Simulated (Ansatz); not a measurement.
Crystal: HgSe.

```
CELL_PARAMETERS angstrom
0.00000 3.03900 3.03900
3.03900 0.00000 3.03900
3.03900 3.03900 0.00000
ATOMIC_POSITIONS crystal
Hg 0.00000 0.00000 0.00000
Se 0.75000 0.75000 0.75000
```

* Program: Ansatz 0.2.0
* Task: relaxation of cell and atoms
* Functional: revPBE
* Dispersion: D3(BJ)
* Potentials or basis: all-electron LAPW, scalar-relativistic
* Basis error allowed: 0.001 eV/atom
* k mesh: 8 × 8 × 8
* Occupations: fermi-dirac, width 0.05 eV
* Spin: no spin polarisation

At the start: volume 28.07 Å³/atom.

Q: Where does the relaxation end?

A: Over 4 steps the energy falls by 5.7 meV/atom and the volume is 29.09 Å³/atom (+3.6 %); space group F-43m (No. 216, to 0.05 Å).

The path:
| step | energy change (eV) | largest force (eV/Å) | volume (Å³) |
| --- | --- | --- | --- |
| 1 | 0.0000 | 0.0000 | 56.13 |
| 2 | -0.0105 | 0.0000 | 58.73 |
| 3 | -0.0114 | 0.0000 | 58.18 |
| 4 | -0.0114 | 0.0000 | 58.18 |

Final structure:
```yaml
crystal:
  lattice:
    - [0.00000, 3.07548, 3.07548]
    - [3.07548, 0.00000, 3.07548]
    - [3.07548, 3.07548, 0.00000]
  atoms:
    - { symbol: Hg, position: [0.00000, 0.00000, 0.00000] }
    - { symbol: Se, position: [0.75000, 0.75000, 0.75000] }
```
